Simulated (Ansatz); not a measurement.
# AlGaN2: the cost of one run

Program: Ansatz 0.2.0. Level of theory: DFT LDA, scalar-relativistic, plane waves, PAW. These are calculated values, not measurements.

1 further run of the same task is left out (set aside as unsound or not needed). Runs told in other sessions of the task aren't counted.

## 1. The starting structure

The structure is tetragonal, space group P-4m2 (No. 115). Conventional cell: a = 3.115 Å, b = 3.115 Å, c = 4.384 Å, α = 90.00°, β = 90.00°, γ = 90.00°. Around Al (site symmetry -4m2) lie 4 N at 1.88 Å. Ga (site symmetry -4m2) is surrounded by 4 N at 1.93 Å. N (site symmetry 2mm) has 2 Al at 1.88 Å and 2 Ga at 1.93 Å in its first shell of neighbours.

Structure file:

```xyz
4
Lattice="3.1153 0.0000 0.0000 0.0000 3.1153 0.0000 0.0000 0.0000 4.3843" Properties=species:S:1:pos:R:3 pbc="T T T"
Al    1.5576    1.5576    2.1922
Ga    0.0000    0.0000    0.0000
N     1.5576    0.0000    3.2446
N     0.0000    1.5576    1.1397
```

It goes back to an entry of the Materials Project, which need not be the stable form.

It is the result of an earlier relaxation at this level (volume 10.64 Å³/atom; gap on the mesh: 3.05 eV).

## 2. Zero of energy

The reference gives a free energy of -4971.8918 eV, pressure -0.01 GPa, largest force 0.001 eV/Å and gap on the mesh 3.05 eV. It was computed beforehand with the settings of the runs below.

## 3. Next: a two-dimensional strain map

The cell is strained by p along both x and y and by q along z, with fractional coordinates fixed.

## 4. p = -0.050, q = -0.050

input.yaml reads:

```yaml
crystal:
  lattice:
    - [2.9595221457, 0.0, 0.0]
    - [0.0, 2.9595221457, 0.0]
    - [0.0, 0.0, 4.1651136599]
  atoms:
    - { symbol: Al, position: [0.5, 0.5, 0.5] }
    - { symbol: Ga, position: [0.0, 0.0, 0.0] }
    - { symbol: "N", position: [0.5, 0.0, 0.7400513246] }
    - { symbol: "N", position: [0.0, 0.5, 0.2599486754] }
basis:
  ecutwfc: 420
kpoints:
  mp_grid: { grid: [8, 8, 6] }
hamiltonian:
  xc: lda
scf:
  occupations: { method: gaussian, width: 0.05 }
output:
  forces: true
  stress: true
  eigenvalues: true
```

Started as:

```bash
ansatz run input.yaml --threads 2 --pin off --max-ram 5120MiB --backend cpu --events-out ev --progress --plain --runs-dir out
```

Q: Estimate wall time and peak memory on 2 threads of Intel Xeon Platinum 8375C at 2.90GHz (Ice Lake), shared host.

About 1.2 s, with a peak of 0.4 GiB.
